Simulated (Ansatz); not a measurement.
K, 1 atom in the cell. It takes space group Fm-3m (No. 225, cubic). Conventional cell: a = 6.784 Å, b = 6.784 Å, c = 6.784 Å, α = 90.00°, β = 90.00°, γ = 90.00°. This isn't the form of K at room conditions, which is bcc.

* Program: Ansatz 0.2.0
* Task: relaxation of cell and atoms
* Functional: r2SCAN
* Potentials or basis: Ansatz PAW
* Cutoff: 500 eV (not typed: the program's choice for these potentials)
* k mesh: 7 × 7 × 7
* Occupations: fermi-dirac, width 0.05 eV
* Spin: no spin polarisation
* Target pressure: 20 GPa
* Target pressure (GPa): 20

Potentials or basis: Ansatz PAW.

Launch:

```sh
$ ansatz run input.yaml --threads 2 --pin off --max-ram 5632MiB --backend cpu --events-out ev --progress --plain --runs-dir out
```

Hardware: 2 threads of Arm Neoverse V1, with other jobs on the host.

Q: How long does it take, and how much memory?

A: It took 15 s on 2 threads of Arm Neoverse V1, on a shared host, peak memory 0.5 GiB. Counts: scf iterations 56, plane waves 701, k points 20, bands 9, ion steps 10.
